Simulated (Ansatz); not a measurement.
## A series in volume scale on Zn

All results are calculated (Ansatz 0.2.0). Plane-wave DFT, scalar-relativistic PAW made under PBE with cores redone for the functional, no dispersion; the given relaxed cell is scaled uniformly, energy at zero smearing counts from the unscaled cell, pressure at the given Fermi-Dirac smearing is positive in compression.

The cell before it is scaled or strained (space group Fd-3m, No. 227):
```
CELL_PARAMETERS angstrom
0.00000 2.98640 2.98640
2.98640 0.00000 2.98640
2.98640 2.98640 0.00000
ATOMIC_POSITIONS crystal
Zn 0.12500 0.12500 0.12500
Zn 0.87500 0.87500 0.87500
```

Settings of every row: spin polarised no; functional RPBE; wave cutoff 420 eV; smearing width 0.1 eV; k mesh 10x10x10.

Atom starting moment: 0 on all atoms.

Limits: the cell comes from a prototype or a list of computed structures and needn't be the stable phase.

```csv
row,volume scale,V (Å³/atom),energy change per atom (meV),pressure (GPa)
1,0.88,23.438,29.07,3.41
2,0.92,24.504,11.88,1.98
3,0.96,25.569,?,?
4,1.04,27.7,2.13,-0.61
5,1.08,28.765,8.01,-1.11
6,1.12,29.831,16.74,-1.49
```

Question: what energy change per atom and pressure should row 3 give?

Worked fit of energy change per atom. Take u = (V_r/V)^(2/3) − 1 with V_r = 27.7 Å³ an atom, which is twice the finite (Eulerian) strain; such expansions in the strain, on which the Birch-Murnaghan equation of state is built, carry the rest volume and the bulk modulus. The shown rows have u = 0.11782, 0.08516, 0, -0.02484, -0.04821. Least squares give energy change per atom = 1.928 − 155.348 × u + 3255.43 × u² meV; a straight line predicts inner rows, each left out in turn, worse (root mean square 9.3 against 0.59 meV). The rows lie off it by 0.25, -0.43, 0.20, 0.21, -0.24 (root mean square 0.28 meV). The withheld row has u = 0.05482, so the fit gives 1.928 − 155.348 × (0.05482) + 3255.43 × (0.05482)² = 3.20 meV.

The calculation gave 2.8 meV. The fit lies 0.40 meV (14 % of the value, 1.5 % of the column's range) above it; its largest miss of a shown row is 0.43 meV.

Worked fit of pressure. Take u = (V_r/V)^(2/3) − 1 with V_r = 27.7 Å³ an atom, which is twice the finite (Eulerian) strain; such expansions in the strain, on which the Birch-Murnaghan equation of state is built, carry the rest volume and the bulk modulus. The shown rows have u = 0.11782, 0.08516, 0, -0.02484, -0.04821. Least squares give pressure = −0.624 + 22.456 × u + 98.88 × u² GPa; a straight line predicts inner rows, each left out in turn, worse (root mean square 0.28 against 0.036 GPa). The rows lie off it by 0.02, -0.03, 0.01, 0.01, -0.01. The pressure vanishes at u = 0.0250, or V = 26.69 Å³ an atom, and there the bulk modulus at fixed shape and fractions is B = −V dP/dV = (2/3)(1 + u) dP/du = 18.7 GPa. The withheld row has u = 0.05482, so the fit gives −0.624 + 22.456 × (0.05482) + 98.88 × (0.05482)² = 0.90 GPa.

The calculation gave 0.89 GPa. The fit lies 0.01 GPa (0.2 % of the column's range) above it, one unit of the last digit.
